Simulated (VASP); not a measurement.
# InAs (F-43m) in VASP: notebook

The runs below take InAs through single point, with PBE.

Program: VASP 6.6.1. These are calculated values, not measurements. Logs are shortened: lines on timing, memory, paths and dates and some standing lists are left out, and cuts for length are marked.

**Measured values to compare with.**

A printed reference work, data compilation reports, for a bulk crystal of InAs at 4.2 K: band gap 0.418 eV (direct).

How close the calculation comes is told below.

**1. The crystal as given**

The structure is cubic, space group F-43m (No. 216). Conventional cell: a = 6.036 Å, b = 6.036 Å, c = 6.036 Å, α = 90.00°, β = 90.00°, γ = 90.00°. In (site symmetry -43m) is surrounded by 4 As at 2.61 Å. Around As (site symmetry -43m) lie 4 In at 2.61 Å.

**2. Single point, PBE**

INCAR reads:

```
PREC = Accurate ; ENCUT = 520
EDIFF = 1E-6 ; ISMEAR = 0
SIGMA = 0.03 ; LREAL = False
LASPH = True ; NELM = 100
ALGO = Normal ; ISIF = 2
LWAVE = False ; LCHARG = True
GGA = PE ; LELF = True
LVHAR = True ; NBANDS = 16
```

KPOINTS reads:

```
Automatic mesh
0
Gamma
  8 8 8
```

POSCAR reads:

```
InAs
1.0
    0.0000000000      3.0180000000      3.0180000000
    3.0180000000      0.0000000000      3.0180000000
    3.0180000000      3.0180000000      0.0000000000
In As
1 1
Direct
    0.0000000000      0.0000000000      0.0000000000
    0.7500000000      0.7500000000      0.7500000000
```

Potentials or basis: VASP PAW PBE potentials, release 64 (In_d, As).

Started as:

```
> cat potpaw_PBE.64/In_d/POTCAR potpaw_PBE.64/As/POTCAR > POTCAR
> mpirun -np 1 vasp_std > vasp.out
```

OUTCAR:

```text
PREC = Accurate
   ENCUT = 520
   EDIFF = 1E-6
   ISMEAR = 0
   LREAL = False
   LASPH = True
   NELM = 100
   ISIF = 2
   GGA = PE

 ion  position               nearest neighbor table
   1  0.000  0.000  0.000-   2 2.61   2 2.61   2 2.61   2 2.61
   2  0.750  0.750  0.750-   1 2.61   1 2.61   1 2.61   1 2.61

  LATTYP: Found a face centered cubic cell.
 ALAT       =     6.0360000000

  Lattice vectors:

 A1 = (   0.0000000000,   3.0180000000,   3.0180000000)
 A2 = (   3.0180000000,   0.0000000000,   3.0180000000)
 A3 = (   3.0180000000,   3.0180000000,   0.0000000000)

Analysis of symmetry for initial positions (statically):
=====================================================================
 Subroutine PRICEL returns:
 Original cell was already a primitive cell.

 Routine SETGRP: Setting up the symmetry group for a
 face centered cubic supercell.

 Subroutine GETGRP returns: Found 24 space group operations
 (whereof 24 operations were pure point group operations)
 out of a pool of 48 trial point group operations.

The static configuration has the point symmetry T_d .

Analysis of symmetry for dynamics (positions and initial velocities):
=====================================================================
 Subroutine PRICEL returns:
 Original cell was already a primitive cell.

 Routine SETGRP: Setting up the symmetry group for a
 face centered cubic supercell.

 Subroutine GETGRP returns: Found 24 space group operations
 (whereof 24 operations were pure point group operations)
 out of a pool of 48 trial point group operations.

The dynamic configuration has the point symmetry T_d .

 Subroutine INISYM returns: Found 24 space group operations
 (whereof 24 operations are pure point group operations),
 and found     1 'primitive' translations

----------------------------------------------------------------------------------------

                                     Primitive cell

  volume of cell :      54.9778

  direct lattice vectors                    reciprocal lattice vectors
     0.000000000  3.018000000  3.018000000    -0.165672631  0.165672631  0.165672631
     3.018000000  0.000000000  3.018000000     0.165672631 -0.165672631  0.165672631
     3.018000000  3.018000000  0.000000000     0.165672631  0.165672631 -0.165672631

  length of vectors
     4.268096531  4.268096531  4.268096531     0.286953414  0.286953414  0.286953414

  position of ions in fractional coordinates (direct lattice)
     0.000000000  0.000000000  0.000000000
     0.750000000  0.750000000  0.750000000

  ion indices of the primitive-cell ions
   primitive index   ion index
                 1           1
                 2           2

----------------------------------------------------------------------------------------

 KPOINTS: Automatic mesh

Automatic generation of k-mesh.
 Grid dimensions read from file:
 generate k-points for:    8    8    8

 Generating k-lattice:

  Cartesian coordinates                     Fractional coordinates (reciprocal lattice)
    -0.020709079  0.020709079  0.020709079     0.125000000  0.000000000  0.000000000
     0.020709079 -0.020709079  0.020709079     0.000000000  0.125000000  0.000000000
     0.020709079  0.020709079 -0.020709079     0.000000000  0.000000000  0.125000000

  Length of vectors
     0.035869177  0.035869177  0.035869177

  Shift w.r.t. Gamma in fractional coordinates (k-lattice)
     0.000000000  0.000000000  0.000000000

 Subroutine IBZKPT returns following result:
 ===========================================

 Found     29 irreducible k-points:

 Following reciprocal coordinates:
            Coordinates               Weight
  0.000000  0.000000  0.000000      1.000000
  0.125000  0.000000  0.000000      8.000000
  0.250000  0.000000  0.000000      8.000000
  0.375000  0.000000  0.000000      8.000000
  0.500000  0.000000  0.000000      4.000000
  0.125000  0.125000  0.000000      6.000000
[... 16 lines left out ...]
  0.500000  0.250000  0.125000     48.000000
 -0.375000  0.250000  0.125000     24.000000
 [... further k-points ...]
   k-points           NKPTS =     29   k-points in BZ     NKDIM =     29   number of bands    NBANDS=     16
   number of dos      NEDOS =    301   number of ions     NIONS =      2
   total plane-waves  NPLWV =  32768
   dimension x,y,z NGX =    32 NGY =   32 NGZ =   32
   dimension x,y,z NGXF=    64 NGYF=   64 NGZF=   64
   ions per type =               1   1
   NGX,Y,Z   is equivalent  to a cutoff of  12.46, 12.46, 12.46 a.u.
   NGXF,Y,Z  is equivalent  to a cutoff of  24.93, 24.93, 24.93 a.u.
 SYSTEM =  unknown system
   PREC   = accura    normal or accurate (medium, high low for compatibility)
   ISTART =      0    job   : 0-new  1-cont  2-samecut
   ICHARG =      2    charge: 1-file 2-atom 10-const
   ISPIN  =      1    spin polarized calculation?
   LNONCOLLINEAR =      F non collinear calculations
   LSORBIT =      F    spin-orbit coupling
   LASPH  =      T    aspherical Exc in radial PAW
   ENCUT  =  520.0 eV  38.22 Ry    6.18 a.u.   7.94  7.94  7.94*2*pi/ulx,y,z
   NELM   =    100;   NELMIN=  2; NELMDL= -5     # of ELM steps
   EDIFF  = 0.1E-05   stopping-criterion for ELM
   LREAL  =      F    real-space projection
   EDIFFG = 0.1E-04   stopping-criterion for IOM
   NSW    =      0    number of steps for IOM
   IBRION =     -1    ionic relax: 0-MD 1-quasi-New 2-CG
   NFREE  =      0    steps in history (QN), initial steepest desc. (CG)
   ISIF   =      2    stress and relaxation
   ISYM   =      2    0-nonsym 1-usesym 2-fastsym
   POTIM  = 0.5000    time-step for ionic-motion
   TEBEG  =    0.0;   TEEND  =   0.0 temperature during run
   PSTRESS=    0.0 pullay stress
   NELECT =      18.0000    total number of electrons
   NUPDOWN=      -1.0000    fix difference up-down
   EMIN   =  10.00;   EMAX   =-10.00  energy-range for DOS
   EFERMI =   0.00;   METHOD = LEGACY
   ISMEAR =     0;   SIGMA  =   0.03  broadening in eV -4-tet -1-fermi 0-gaus
   EFERMI_NEDOS =   21; number of points for ismear=-14 and -15
   IALGO  =     38    algorithm
   IMIX   =      4    mixing-type and parameters
     AMIX     =   0.40;   BMIX     =  1.00
     AMIX_MAG =   1.60;   BMIX_MAG =  1.00
  volume/ion in A,a.u.               =      27.49       185.50
  Fermi-wavevector in a.u.,A,eV,Ry     =   1.128331  2.132236 17.321990  1.273130
  Thomas-Fermi vector in A             =   2.265020
   LORBIT       =      0    0 simple, 1 ext, 2 COOP (PROOUT), +10 PAW based schemes
   GGA     = PE    functional components
   LHFCALC =     F    Hartree Fock is set to
   AEXX    =    0.0000 exact exchange contribution
   IVDW    =     0    specifies the selected vdW correction
   LEPSILON=     F    determine dielectric tensor
   LRPA    =     F    only Hartree local field effects (RPA)
 non-spin polarized calculation
 Gauss-broadening in eV      SIGMA  =   0.03
  energy-cutoff  :      520.00
  volume of cell :       54.98
 maximum number of plane-waves:      1494
   NGX = 15   NGY = 15   NGZ = 15

 number of electron      17.9999991 magnetization

 Free energy of the ion-electron system (eV)
  ---------------------------------------------------
  ext. energy  EPLUGINS =         0.00000000
  ---------------------------------------------------
  free energy    TOTEN  =        -7.66130309 eV

  energy without entropy =       -7.66121271  energy(sigma->0) =       -7.66125790

 E-fermi :   4.5729     XC(G=0):  -9.1170

 val. band max:        4.5637750392   @ k =   0.0000   0.0000   0.0000
 cond. band min:       5.5323312351   @ k =   0.5000   0.0000   0.0000
 fundamental gap:      0.9685561958
 Fermi energy:         4.5729120201

 k-point     1 :       0.0000    0.0000    0.0000
  band No.  band energies     occupation
      1      -9.8398      2.00000
      2      -9.8398      2.00000
      3      -9.8398      2.00000
      4      -9.7118      2.00000
      5      -9.7118      2.00000
      6      -7.3330      2.00000
[... 8 lines left out ...]
     15      14.2589      0.00000
     16      14.2589      0.00000

 k-point     2 :       0.1250    0.0000    0.0000
  band No.  band energies     occupation
      1      -9.8604      2.00000
      2      -9.8339      2.00000
      3      -9.8339      2.00000
      4      -9.7119      2.00000
      5      -9.7119      2.00000
      6      -7.1699      2.00000
[... 8 lines left out ...]
     15      13.3758      0.00000
     16      13.3758      0.00000

 k-point     3 :       0.2500    0.0000    0.0000
  band No.  band energies     occupation
      1      -9.9066      2.00000
      2      -9.8210      2.00000
      3      -9.8210      2.00000
      4      -9.7105      2.00000
      5      -9.7105      2.00000
      6      -6.7231      2.00000
[... 8 lines left out ...]
     15      13.1337      0.00000
     16      13.1337      0.00000

 k-point     4 :       0.3750    0.0000    0.0000
  band No.  band energies     occupation
      1      -9.9491      2.00000
      2      -9.8109      2.00000
      3      -9.8109      2.00000
      4      -9.7062      2.00000
      5      -9.7062      2.00000
      6      -6.1514      2.00000
[... 8 lines left out ...]
     15      14.0840      0.00000
     16      14.0840      0.00000

 k-point     5 :       0.5000    0.0000    0.0000
  band No.  band energies     occupation
      1      -9.9658      2.00000
      2      -9.8077      2.00000
      3      -9.8077      2.00000
      4      -9.7035      2.00000
      5      -9.7035      2.00000
      6      -5.8458      2.00000
[... 8 lines left out ...]
     15      15.3367      0.00000
     16      15.3367      0.00000

 k-point     6 :       0.1250    0.1250    0.0000
  band No.  band energies     occupation
      1      -9.8731      2.00000
      2      -9.8281      2.00000
      3      -9.8281      2.00000
      4      -9.7164      2.00000
      5      -9.7083      2.00000
      6      -7.1160      2.00000
[... 8 lines left out ...]
     15      13.3196      0.00000
     16      14.4260      0.00000

 k-point     7 :       0.2500    0.1250    0.0000
  band No.  band energies     occupation
      1      -9.9105      2.00000
      2      -9.8172      2.00000
      3      -9.8146      2.00000
      4      -9.7198      2.00000
      5      -9.7051      2.00000
      6      -6.7635      2.00000
[... 8 lines left out ...]
     15      14.1524      0.00000
     16      14.1844      0.00000

 k-point     8 :       0.3750    0.1250    0.0000
  band No.  band energies     occupation
      1      -9.9491      2.00000
      2      -9.8083      2.00000
      3      -9.8033      2.00000
      4      -9.7178      2.00000
      5      -9.7020      2.00000
      6      -6.2208      2.00000
[... 8 lines left out ...]
     15      14.0453      0.00000
     16      14.7556      0.00000

 k-point     9 :       0.5000    0.1250    0.0000
  band No.  band energies     occupation
      1      -9.9705      2.00000
      2      -9.8042      2.00000
      3      -9.7994      2.00000
      4      -9.7110      2.00000
      5      -9.7022      2.00000
      6      -5.7847      2.00000
[... 8 lines left out ...]
     15      14.7952      0.00000
     16      15.3958      0.00000
[... 172 lines left out ...]
 k-point    19 :       0.5000    0.3750    0.0000
  band No.  band energies     occupation
      1     -10.0140      2.00000
      2      -9.7682      2.00000
      3      -9.7631      2.00000
      4      -9.7433      2.00000
      5      -9.6920      2.00000
      6      -5.4034      2.00000
[... 8 lines left out ...]
     15      15.9276      0.00000
     16      16.5348      0.00000

 k-point    20 :      -0.3750    0.3750    0.0000
  band No.  band energies     occupation
      1     -10.0044      2.00000
      2      -9.7804      2.00000
      3      -9.7684      2.00000
      4      -9.7325      2.00000
      5      -9.6990      2.00000
      6      -5.3144      2.00000
[... 8 lines left out ...]
     15      14.5496      0.00000
     16      17.4118      0.00000

 k-point    21 :       0.5000    0.5000    0.0000
  band No.  band energies     occupation
      1     -10.0255      2.00000
      2      -9.7567      2.00000
      3      -9.7567      2.00000
      4      -9.7511      2.00000
      5      -9.6885      2.00000
      6      -5.2979      2.00000
[... 8 lines left out ...]
     15      16.0581      0.00000
     16      16.7984      0.00000

 k-point    22 :       0.3750    0.2500    0.1250
  band No.  band energies     occupation
      1      -9.9448      2.00000
      2      -9.8053      2.00000
      3      -9.8006      2.00000
      4      -9.7238      2.00000
      5      -9.7020      2.00000
      6      -6.3576      2.00000
[... 8 lines left out ...]
     15      14.7185      0.00000
     16      15.3988      0.00000

 k-point    23 :       0.5000    0.2500    0.1250
  band No.  band energies     occupation
      1      -9.9720      2.00000
      2      -9.7998      2.00000
      3      -9.7893      2.00000
      4      -9.7212      2.00000
      5      -9.7021      2.00000
      6      -5.8446      2.00000
[... 8 lines left out ...]
     15      14.8986      0.00000
     16      15.7082      0.00000

 k-point    24 :      -0.3750    0.2500    0.1250
  band No.  band energies     occupation
      1      -9.9822      2.00000
      2      -9.7988      2.00000
      3      -9.7852      2.00000
      4      -9.7169      2.00000
      5      -9.7041      2.00000
      6      -5.5769      2.00000
[... 8 lines left out ...]
     15      14.9909      0.00000
     16      15.7163      0.00000

 [... further k-points ...]

------------------------ aborting loop because EDIFF is reached ----------------------------------------

  FORCE on cell =-STRESS in cart. coord.  units (eV):
  Direction    XX          YY          ZZ          XY          YZ          ZX
  --------------------------------------------------------------------------------------
  -------------------------------------------------------------------------------------
  Total        1.4948261      1.4948261      1.4948261      0.0000000      0.0000000     -0.0000000
  in kB       43.5625749     43.5625749     43.5625749      0.0000000      0.0000000     -0.0000000
  external PRESSURE =      43.5625749 kB  Pullay stress =       0.0000000 kB

 VOLUME and BASIS-vectors are now :
 -----------------------------------------------------------------------------
  energy-cutoff  :      520.00
  volume of cell :       54.98
      direct lattice vectors                 reciprocal lattice vectors
     0.000000000  3.018000000  3.018000000    -0.165672631  0.165672631  0.165672631
     3.018000000  0.000000000  3.018000000     0.165672631 -0.165672631  0.165672631
     3.018000000  3.018000000  0.000000000     0.165672631  0.165672631 -0.165672631

 POSITION                                       TOTAL-FORCE (eV/Angst)
 -----------------------------------------------------------------------------------
      0.00000      0.00000      0.00000        -0.000000     -0.000000     -0.000000
      4.52700      4.52700      4.52700         0.000000      0.000000      0.000000
 -----------------------------------------------------------------------------------
    total drift:                                0.000000      0.000000      0.000000

  FREE ENERGIE OF THE ION-ELECTRON SYSTEM (eV)
  ---------------------------------------------------
  free  energy   TOTEN  =        -7.6613030939 eV

  energy  without entropy=       -7.6612127058  energy(sigma->0) =       -7.66125790
```

Run time: 9.6 s. Hardware: 1 thread of Intel Xeon 6975P-C (Granite Rapids), shared host; peak memory 0.19 GiB.

Results:

```
Free energy            : -7.6613 eV
Pressure               : 4.4 GPa
Band gap on the k mesh : none (metal or under the smearing width)
```

Levels at points of the mesh, in eV from the Fermi level:
```csv
k point,band 5,band 6,band 7,band 8,band 9,band 10,band 11,band 12,band 13,band 14
"(0.00, 0.00, 0.00)",-14.28,-11.91,-0.18,-0.01,-0.01,-0.01,3.90,3.90,3.90,7.52
"(0.50, 0.00, 0.00)",-14.28,-10.42,-5.80,-1.01,-1.01,0.96,4.67,4.67,6.85,9.06
"(0.50, 0.50, 0.00)",-14.26,-9.87,-5.87,-2.35,-2.35,1.53,2.05,9.21,9.30,9.30
```

Caveat: this crystal is a semiconductor, whose small gap the functional closes, so the metal is an error of the method.

**3. Single point, PBE**

INCAR reads:

```
  PREC = Accurate
  ENCUT = 450
  EDIFF = 1E-6
  ISMEAR = 0
  SIGMA = 0.02
  LREAL = F
  LASPH = T
  NELM = 80
  ALGO = Normal
  ISIF = 2
  LWAVE = F
  LCHARG = T
  GGA = PE
  LELF = T
  LVHAR = T
  NBANDS = 16
```

KPOINTS reads:

```
regular mesh
0
Gamma
  4 4 4
```

POSCAR is that of step 2.

Potentials or basis: VASP PAW PBE potentials, release 64 (In_d_GW, As_GW).

Started as:

```
> cat potpaw_PBE.64/In_d_GW/POTCAR potpaw_PBE.64/As_GW/POTCAR > POTCAR
> mpirun -np 1 vasp_std > vasp.out
```

Wall time 21 s (1 thread of AMD EPYC, shared host); peak memory 0.14 GiB.

The run converged. Its results:

```
Free energy            : -7.5383 eV
Pressure               : 4.8 GPa
Band gap on the k mesh : none (metal or under the smearing width)
```

Levels at points of the mesh, in eV from the Fermi level:
```
           k point  band 6  band 7  band 8  band 9  band 10  band 11  band 12  band 13
(0.00, 0.00, 0.00)  -11.90   -0.19   -0.01   -0.01    -0.01     3.88     3.88     3.88
(0.50, 0.00, 0.00)  -10.41   -5.82   -1.01   -1.01     0.94     4.65     4.65     6.84
(0.50, 0.50, 0.00)   -9.86   -5.89   -2.36   -2.36     1.51     2.04     9.22     9.28
```

Caveat: the k mesh is coarse (spacing up to 0.45 Å⁻¹), so the values aren't converged; this crystal is a semiconductor, whose small gap the functional closes, so the metal is an error of the method.

**4. Comparison with measurements**

Step 2. Measured gap of InAs: 0.418 eV (direct; 4.2 K; a printed reference work, data compilation). This calculation gives 0.00 eV (-0.42 eV). Spin-orbit coupling on As, In is left out. The value is that of PBE on a finite k mesh, which can miss the band edges, without temperature or zero-point motion. Semilocal functionals fall short of measured gaps as a rule.
